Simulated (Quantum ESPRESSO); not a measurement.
C under changes of volume

One of the cells (5.672 Å³/atom); the others are scaled copies at fixed shape and fractional positions:

```xyz
8
Lattice="2.5221 0.0000 0.0000 -1.2611 2.1842 0.0000 0.0000 0.0000 8.2371" Properties=species:S:1:pos:R:3 pbc="T T T"
C     1.2611    0.7281    6.9501
C     0.0000    1.4561    2.8315
C     1.2611    0.7281    5.4056
C     0.0000    1.4561    1.2870
C     0.0000    0.0000    7.4649
C     0.0000    0.0000    3.3463
C     0.0000    0.0000    4.8908
C     0.0000    0.0000    0.7722
```

This is a hexagonal form of diamond, not graphite.

- Program: Quantum ESPRESSO 7.5
- Functional: PBE
- Potentials or basis: GBRV 1.5 PBE
- Cutoff: 612 eV
- Density cutoff: 4898 eV
- k mesh: 12 × 12 × 4
- Occupations: fermi-dirac, width 0.05 eV
- Spin: no spin polarisation

```tsv
volume (Å³/atom)	energy over the lowest point (meV/atom)	pressure (GPa)	gap on the mesh (eV)	largest force (eV/Å)
5.332	35.92	32.6	4.58	0.370
5.445	16.62	21.4	4.53	0.355
5.559	4.87	11.3	4.48	0.342
5.672	0.00	2.0	4.43	0.328
5.785	1.37	-6.4	4.39	0.316
5.899	8.46	-14.1	4.34	0.304
6.012	?	?	?	?
```

**Question.** What does the run at 6.012 Å³/atom give?

**Answer.** Energy over the lowest point 20.74 meV/atom; pressure -21.1 GPa; gap on the mesh 4.29 eV; largest force 0.293 eV/Å.

Worked out: A Birch-Murnaghan fit of order 3 (a polynomial in V^(-2/3)) to the other rows has its minimum at 5.70 Å³/atom with B0 = V·E''(V) = 432 GPa and B' = 3.9 at fixed shape and positions, which overstates the stiffness. It gives 20.60 meV/atom at 6.012 Å³/atom, against the run's 20.74, and -dE/dV = -20.6 GPa, against -21.1. A straight line through the other rows of the gap, of slope -2.36 eV per unit of ln V, extrapolates to 4.30 eV, against the run's 4.29.

Energies are extrapolated to zero smearing.

A mesh can miss the band edges.
